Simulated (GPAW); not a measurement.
The system is Cd.

```
CELL_PARAMETERS angstrom
-1.78432 1.78432 1.78432
1.78432 -1.78432 1.78432
1.78432 1.78432 -1.78432
ATOMIC_POSITIONS crystal
Cd 0.00000 0.00000 0.00000
```

This isn't the form of Cd at room conditions, which is hcp.

| Item | Value |
| --- | --- |
| Program | GPAW 26.7.0 |
| Task | relaxation of cell and atoms |
| Functional | BLYP |
| Potentials or basis | PAW data sets generated in the run's folder for this functional |
| Cutoff | 600 eV |
| Basis | pw |
| k mesh | 10 × 10 × 10 |
| Occupations | fermi-dirac, width 0.05 eV |
| Spin | no spin polarisation |

At the start: pressure 5.8 GPa; volume 22.72 Å³/atom.

Q: Where does the relaxation end?

A: Over 5 steps the energy falls by 69.1 meV/atom and the volume is 27.40 Å³/atom (+20.6 %); space group Im-3m (No. 229, to 0.05 Å).

The path:
| step | energy change (eV) | largest force (eV/Å) | pressure (GPa) | volume (Å³) |
| --- | --- | --- | --- | --- |
| 1 | 0.0000 | 0.0000 | 5.80 | 22.72 |
| 2 | -0.0255 | 0.0000 | 4.18 | 23.54 |
| 3 | -0.0653 | 0.0000 | 0.91 | 26.12 |
| 4 | -0.0687 | 0.0000 | 0.27 | 27.00 |
| 5 | -0.0691 | 0.0000 | 0.04 | 27.40 |

Final structure:
```
Cd
1.0
    -1.89913    1.89913    1.89913
     1.89913   -1.89913    1.89913
     1.89913    1.89913   -1.89913
Cd
1
Direct
  0.00000 0.00000 0.00000
```

Caveat: later steps reuse the first step's grids; the volume moved by over 15 % at a fixed basis, so the end points are rough.
